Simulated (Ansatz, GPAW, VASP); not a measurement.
**InAs: programs and potentials compared**

```
In As
1.0
     0.00000    3.01800    3.01800
     3.01800    0.00000    3.01800
     3.01800    3.01800    0.00000
In As
1 1
Direct
  0.00000 0.00000 0.00000
  0.75000 0.75000 0.75000
```

Alike in all runs: task single point; functional PBE; k mesh 8 × 8 × 8; occupations gaussian, width 0.03 eV; no spin polarisation; no spin-orbit coupling. A missing gap at this level doesn't show that the real crystal is a metal. Pressure is positive in compression and, in plane waves, holds the error of the finite cutoff.

| program and potentials | plane-wave cutoff (eV) | notes | band gap (eV) | pressure (GPa) |
| --- | --- | --- | --- | --- |
| Ansatz, all-electron LAPW, scalar-relativistic | - | - | no gap | 4.30 |
| GPAW, GPAW PAW data sets (gpaw-data 1.2.1) | 600 | - | no gap | 4.04 |
| VASP, PBE PAW files As, In_d, 520 eV | 520 | - | no gap | 4.36 |

None finds a gap. The pressure spans 4.04 (GPAW, GPAW PAW data sets (gpaw-data 1.2.1)) to 4.36 GPa (VASP, PBE PAW files As, In_d, 520 eV), with all-electron results at 4.30.

The functional is the same throughout but for its coding, so the spread measures potentials, basis and numerics; runs on potential files found faulty are left out.
